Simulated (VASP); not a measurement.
Crystal: GaN.

```
CELL_PARAMETERS angstrom
3.18000 0.00000 0.00000
-1.59000 2.75396 0.00000
0.00000 0.00000 5.16600
ATOMIC_POSITIONS crystal
Ga 0.33333 0.66667 0.00000
Ga 0.66667 0.33333 0.50000
N 0.33333 0.66667 0.37500
N 0.66667 0.33333 0.87500
```

```yaml
Program: VASP 6.6.1
Task: relaxation of cell and atoms
Functional: LDA
Potentials_or_basis: VASP PAW LDA potentials, release 64 (Ga_d, N)
Cutoff: 600 eV
k_mesh: 12 × 12 × 5
Occupations: gaussian, width 0.03 eV
Spin: no spin polarisation
```

At the start: pressure -3.5 GPa; volume 11.31 Å³/atom.

Question: Where does the relaxation end?

Answer: Over 3 steps the energy falls by 2.7 meV/atom and the volume is 11.10 Å³/atom (-1.8 %); space group P6_3mc (No. 186, to 0.05 Å).

Step by step:
```csv
step,energy change (eV),largest force (eV/Å),pressure (GPa),volume (Å³)
1,0.0000,0.1277,-3.52,45.24
2,-0.0003,0.1151,3.81,43.63
3,-0.0109,0.0097,0.01,44.42
```

Final structure:
```xyz
4
Lattice="3.1566 0.0000 0.0000 -1.5783 2.7337 0.0000 0.0000 0.0000 5.1474" Properties=species:S:1:pos:R:3 pbc="T T T"
Ga    0.0000    1.8225    5.1443
Ga    1.5783    0.9112    2.5706
N     0.0000    1.8225    1.9334
N     1.5783    0.9112    4.5071
```
